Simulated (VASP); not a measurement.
Write the native input for VASP 6.6.1 that does the following.

```yaml
Task: single point
Functional: r2SCAN
Potentials_or_basis: VASP PAW PBE potentials, release 64 (Ta_pv, N)
Cutoff: 520 eV
k_mesh: 7 × 7 × 7
Occupations: gaussian, width 0.05 eV
Spin: no spin polarisation
Hubbard_terms: Ta d U = 3 eV
Further_INCAR_settings: ALGO = Normal; EDIFF = 1e-06
```

The structure of TaN lies in POSCAR:

```
TaN
1.0
    0.0000000000      2.4911437700      2.4911437700
    2.4911437700      0.0000000000      2.4911437700
    2.4911437700      2.4911437700      0.0000000000
Ta N
1 1
Direct
    0.0000000000      0.0000000000      0.0000000000
    0.2500000000      0.2500000000      0.2500000000
```

The cell comes from a database or a generator and needn't be the stable form of this composition.

One way to write it, as run:

INCAR

```
PREC     = Accurate       # precision mode
ENCUT    = 520            # plane-wave cutoff, eV
EDIFF    = 1E-6           # SCF threshold, eV
ISMEAR   = 0              # smearing method
SIGMA    = 0.05           # smearing width, eV
LREAL    = False          # projectors in reciprocal space
LASPH    = True           # aspherical terms in the spheres
NELM     = 80             # most SCF steps
ALGO     = Normal         # electronic algorithm
ISIF     = 2              # what is computed and relaxed
LWAVE    = False          # write WAVECAR
LCHARG   = False          # write CHGCAR
LMAXMIX  = 4              # l up to which the mixer works
LDAU     = True           # DFT+U
LDAUTYPE = 2            
LDAUL    = 2 -1           # shell
LDAUU    = 3 0            # U, eV
LDAUJ    = 0 0          
LDAUPRINT= 1            
METAGGA  = R2SCAN         # meta-GGA
LMIXTAU  = True
```

KPOINTS

```
regular mesh
0
Gamma
  7 7 7
```

Potentials or basis: VASP PAW PBE potentials, release 64 (Ta_pv, N).

Command:

```sh
$ cat potpaw_PBE.64/Ta_pv/POTCAR potpaw_PBE.64/N/POTCAR > POTCAR
$ mpirun -np 1 vasp_std > vasp.out
```

It gave:

```
Pressure               : -24.3 GPa
Band gap on the k mesh : none (metal or under the smearing width)
```

Caveat: the PAW data sets were made with another functional, which shifts forces and pressure a little; U without spin polarisation on a metal has little footing.

Wall time 26 s on 1 thread of Intel(R) Xeon(R) 6975P-C (Granite Rapids), on a shared host, peak memory 0.16 GiB.
